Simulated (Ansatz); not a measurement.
HfS$_{2}$: zone-centre modes at 1 GPa

Computed with Ansatz, DFT LDA, scalar-relativistic, plane waves, PAW. Plane waves to 420 eV; Γ-centred k mesh 12×12×6; fixed occupations. No spin polarisation. Phonons by linear response, acoustic sum rule imposed.

The cell, relaxed at 1 GPa:
```
CELL_PARAMETERS angstrom
3.53957 0.00000 0.00000
-1.76979 3.06536 0.00000
0.00000 0.00000 5.58561
ATOMIC_POSITIONS crystal
Hf 0.00000 0.00000 0.00000
S 0.66667 0.33333 0.74034
S 0.33333 0.66667 0.25966
```

The crystal is built of layers and no dispersion correction was added, so the binding between them is poorly described, and with it their spacing and whatever depends on it. Spin–orbit coupling is left out, which matters for heavy elements. The run warned that the force constants aren't converged on this k mesh, so the frequencies and all that is formed from them are rough.

Q: Give the high-frequency dielectric tensor ε∞.

A:
```
12.69  0.00  0.00
 0.00 12.69  0.00
 0.00  0.00  7.47
```

Q: Give the Born effective charges.

A:
| atom | Z*xx | Z*yy | Z*zz | mean |
| --- | --- | --- | --- | --- |
| Hf (atom 1) | 6.92 | 6.92 | 2.25 | 5.36 |
| S (atom 2) | -3.46 | -3.46 | -1.12 | -2.68 |

Q: How large is the static dielectric tensor with the ions free to move, and what share of it is ionic?

A:
```
46.3  0.0  0.0
 0.0 46.3  0.0
 0.0  0.0  8.4
```
The ions give 67 % of its trace.

Cost: 1 run of about 14 core-minutes, on Intel Xeon Processor @ 2.50GHz (Skylake/Cascade Lake) (shared hosts).